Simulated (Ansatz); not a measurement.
BaTiO3:

```xyz
10
Lattice="2.8277 -4.8977 0.0000 5.6553 0.0000 0.0000 2.8277 -1.6326 4.6355" Properties=species:S:1:pos:R:3 pbc="T T T"
Ba   10.8219   -6.0849    4.5142
Ba    6.3212   -3.3977    1.6175
Ti    8.6164   -5.4670    3.6268
Ti    2.7140   -1.6689    1.6036
O     5.6050   -2.0669    4.3690
O     2.8624   -3.1692    1.6723
O     4.0835   -3.1010    0.0907
O     4.2978   -5.1345    2.6004
O     7.1689   -2.5577    0.2453
O     6.8900   -4.9010    2.5414
```

```yaml
Program: Ansatz 0.2.0
Task: relaxation of cell and atoms
Functional: PBE
Potentials_or_basis: Ansatz PAW
Cutoff: "420 eV (not typed: the program's choice for these potentials)"
k_mesh: 6 × 6 × 6
Occupations: fermi-dirac, width 0.05 eV
Spin: no spin polarisation
Hubbard_terms: Ti d U = 1 eV
```

At the start: volume 12.84 Å³/atom.

How do energy, volume and symmetry change on relaxing?

It ends after 14 steps and the volume is 13.37 Å³/atom (+4.1 %); space group R3m (No. 160, to 0.05 Å).

The path:
```
step  energy change (eV)  largest force (eV/Å)  volume (Å³)
   1              0.0000               20.3416       128.39
   2            -11.3712               10.9302       136.06
   3            -18.4219                5.8315       141.13
   4            -22.0317                3.0127       141.65
   5            -24.0160                1.4021       137.69
   6            -24.9397                0.4947       132.55
   7            -25.0663                0.1121       132.74
   8            -25.0740                0.0414       133.38
   9            -25.0753                0.0191       133.22
  10            -25.0752                0.0007       133.29
  11            -25.0959                0.0007       133.29
  12            -25.0948                0.0060       133.71
  13            -25.0950                0.0003       133.67
  14            -25.0961                0.0003       133.67
```

Final structure:
```
CELL_PARAMETERS angstrom
2.86247 -4.95844 0.00029
5.75264 0.01600 -0.01106
2.86264 -1.65299 4.67497
ATOMIC_POSITIONS crystal
Ba 0.00656 0.98890 0.99803
Ba 0.50656 0.48890 0.49802
Ti 0.76327 0.71882 0.75471
Ti 0.26327 0.21882 0.25471
O 0.99359 0.51765 0.98507
O 0.49359 0.01765 0.48507
O 0.50363 0.51764 0.98510
O 0.00363 0.01764 0.48510
O 0.49360 0.01764 0.99514
O 0.99360 0.51764 0.49514
```

Caveat: the electronic state changed during the relaxation; the plane-wave basis is chosen anew once the cell has moved, so the energies of steps on either side of that aren't comparable; the pressure holds a Pulay correction of +0.5 GPa for the finite cutoff.
